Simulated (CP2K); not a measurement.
Runs of CP2K 2026.2 on Cu3Au (Auricupride). Symmetry: Pm-3m, No. 221, cubic system. The conventional cell has a = 3.740 Å, b = 3.740 Å, c = 3.740 Å, α = 90.00°, β = 90.00°, γ = 90.00°. Au (site symmetry m-3m) has 12 Cu at 2.64 Å as nearest neighbours. Around Cu (site symmetry 4/mmm) lie 4 Au at 2.64 Å and 8 Cu at 2.64 Å. 

| task | level | smearing | NGRIDS | points a segment of the path (NPOINTS) | bands added on the path | gap on the mesh (eV) | pressure (GPa) |
| --- | --- | --- | --- | --- | --- | --- | --- |
| band structure | revPBE | fermi-dirac 0.05 eV | 5 | 8 | 6 | none | 10.3 |
| band structure | RPBE | fermi-dirac 0.05 eV | 4 | 8 | 6 | none | (a) |
| band structure | PBE | fermi-dirac 0.05 eV | 4 | 8 | 2 | none | 7.9 |
| single point | PBE | gaussian 0.011 eV | 4 | - | - | none | 7.9 |

Alike in all rows: potentials or basis POTENTIAL_UZH Au GTH-PBE-q11, Cu GTH-PBE-q11; TZVP-MOLOPT-PBE-GTH basis; no spin polarisation; cell as given; k mesh 7 × 7 × 7.

Task: Estimate the missing entries.

Result: (a) 11.1.

Caveats: the basis of atomic orbitals isn't converged, which shifts pressures, moduli and gaps; spin-orbit coupling is left out, which moves the levels of the heavy elements (some runs); the potentials were made for another functional, which shifts forces and pressure (some runs).

A k mesh can miss the band edges, and the runs leave out spin-orbit coupling on Au.

A gap of «none» marks a metal or a gap under the smearing width.
